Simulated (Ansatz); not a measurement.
## MoS2: a vibration from a frozen displacement

Level of theory: DFT r2SCAN, scalar-relativistic, plane waves, PAW in Ansatz. Cutoff 500 eV, Γ-centred 18×18×8 k-points, Gaussian smearing of 0.15 eV. No spin polarisation. Energies are free energies at this smearing, counted from the undisturbed cell; pressure is positive in compression.

The undisturbed cell (relaxed at this level; this form isn't the usual structure):

```
CELL_PARAMETERS angstrom
3.22624 0.00000 0.00000
-1.61312 2.79400 0.00000
0.00000 0.00000 6.27376
ATOMIC_POSITIONS crystal
Mo 0.00000 0.00000 0.50000
S 0.33333 0.66667 0.25340
S 0.66667 0.33333 0.74660
```

The cell holds layers and no dispersion correction was added, so their binding is poorly described.

Every S atom is moved by x along the Cartesian unit vector (0.000, 0.000, 1.000); the cell and all other atoms stay fixed. The cell's volume is 56.55 Å³; the moved atoms weigh 64.120 u together and the others 95.950 u. Some rows repeat others by symmetry and weren't run.

```csv
x (Å),ΔE (meV/cell),total force on the moved atoms along the move (eV/Å),pressure (GPa)
-0.2000,432.26,4.1052,2.6420
-0.1750,334.87,3.6802,2.0404
-0.1500,248.53,3.2213,1.5104
-0.1000,112.16,2.2159,0.6796
-0.0500,28.30,1.1284,0.1716
0.0000,0.00,0.0000,0.0006
0.0500,28.30,-1.1284,0.1716
0.1000,112.16,-2.2159,0.6796
0.1500,248.53,-3.2213,1.5104
0.1750,334.87,-3.6802,2.0404
0.2000,432.26,-4.1052,2.6420
```

Q: What frequency belongs to this motion?

A: The force constant is k = −dF/dx = 22.568 eV/Å², from the parabola through x = -0.0500, 0 and 0.0500. In every cell the moved atoms swing against the rest, so the mass is μ = m₁m₂/(m₁ + m₂) = 38.435 u, and ν̃ = 521.5 cm⁻¹ × √(|k|/μ) = 400 cm⁻¹. To first order in x, and within 1 %, the force on every atom lies along the move and, within each of the two groups, in proportion to the atom's mass, so this is itself a mode at the zone centre of this cell.

Q: How far does the harmonic law reach?

A: At x = -0.200 Å, kx²/2 = 451.36 meV against the computed 432.26 meV (-4.2 %): the well is still close to harmonic there.

Q: The pressure changes with x². What does that say about the frequency under compression?

A: With E = k(V)x²/2, k ∝ V^(−2γ) and x scaling with the cell as V^(1/3), P − P0 = −∂E/∂V = (2γ − 2/3) ΔE/V. At x = 0.1000 Å, V(P − P0) = 56.55 × 0.67902 / 160.2 eV = 239.68 meV and ΔE = 112.16 meV, so γ = 1/3 + V(P − P0)/(2ΔE) = 1.40. This is the Grüneisen parameter of the motion under uniform scaling of the cell: shrinking the cell evenly by 1 % in volume raises the frequency by about 1.40 %.

In a metal these slopes depend on the k mesh and the smearing.

Cost: 6 runs of about 9 core-minutes in all, on Intel Xeon Processor @ 2.50GHz (Skylake/Cascade Lake) (shared hosts).